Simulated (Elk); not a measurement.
The cell is the one relaxed in the Materials Project (mp-150), not relaxed further here; entries there can be hypothetical.

A run on Fe: DFT, AM05, all-electron APW+lo, Dirac cores, scalar-relativistic bands (Elk 11.2.3 with local patches). The input:

```
tasks
  0
  110
  115
  15

xctype
  30

rgkmax
  8.0

gmaxvr
  16.0

lmaxapw
  10

lmaxo
  7

lmaxi
  3

nrmtscf
  2.0

nempty
  8

epspot
  1e-06

epsengy
  1e-05

maxscl
  120

hmaxvr
  6.0

lradstp
  4

swidth
  0.002

reducebf
  0.5

spinpol
  .true.

tforce
  .true.

sppath
  './'

avec
  0.00000000000 3.45399527331 3.45399527331
  3.45399527331 0.00000000000 3.45399527331
  3.45399527331 3.45399527331 0.00000000000

atoms
  1
  'Fe.in'
  1
  0.000000000000 0.000000000000 0.000000000000   0.000 0.000 -0.500

ngridk
  13 13 13
```

Sphere radii set in the species files: Fe 2.25 bohr.

Messages:

```
Error(init0): requested spin-polarised run with spin-unpolarised
 exchange-correlation functional
```

Q: Can this result be used?

A: No result was made: Error(init0): requested spin-polarised run with spin-unpolarised exchange-correlation functional.
